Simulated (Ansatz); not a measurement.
**How much does the functional matter for the cell of BN?**

The starting cell is an entry of the Crystallography Open Database (1993):

```
CELL_PARAMETERS angstrom
2.53600 0.00000 0.00000
-1.26800 2.19624 0.00000
0.00000 0.00000 4.19900
ATOMIC_POSITIONS crystal
B 0.66667 0.33333 0.00000
B 0.33333 0.66667 0.50000
N 0.66667 0.33333 0.37500
N 0.33333 0.66667 0.87500
```

Atoms and cell were relaxed at zero pressure with plane-wave PAW DFT (Ansatz 0.2.0; one set of PAW datasets, made under PBE, for all functionals; 420 eV, r2SCAN 500 eV; 12×12×6 Γ-centred mesh, fermi-dirac occupations of width 0.020 eV; no spin polarisation, no spin-orbit coupling, no dispersion correction), keeping the symmetry (P6_3mc, No. 186).

Task: How do the functionals compare with each other and with the entry?

Result: The relaxed conventional cells:

| functional | a (Å) | c (Å) | volume (Å³/atom) | formation energy (eV/atom) |
| --- | --- | --- | --- | --- |
| LDA | 2.523 | 4.174 | 5.75 | -1.540 |
| PBEsol | 2.541 | 4.203 | 5.87 | -1.330 |
| PBE | 2.554 | 4.224 | 5.97 | -1.157 |
| r2SCAN | 2.543 | 4.207 | 5.89 | -1.301 |
| the entry | 2.536 | 4.199 | 5.85 | – |

LDA gives the smallest volume and PBE the largest, 3.7 % more, the usual order, since LDA overbinds and PBE's gradient terms loosen the lattice. Against the entry's volume: LDA -1.6 %, PBEsol +0.4 %, PBE +2.0 %, r2SCAN +0.8 %. No verdict is drawn from this: the entry is old or was flagged in a check, so the entry may be off as well as the functionals. The formation energies span 0.38 eV an atom, lowest under LDA.

Caveats: each relaxation keeps the start's symmetry, so a distorted cell may lie lower; computed cells are at 0 K with fixed nuclei, while the entry holds thermal expansion, often some tenths of a per cent in volume and more in soft crystals; formation energies are at zero smearing against the elements' usual phases under the same functional, gases as free molecules, uncorrected.
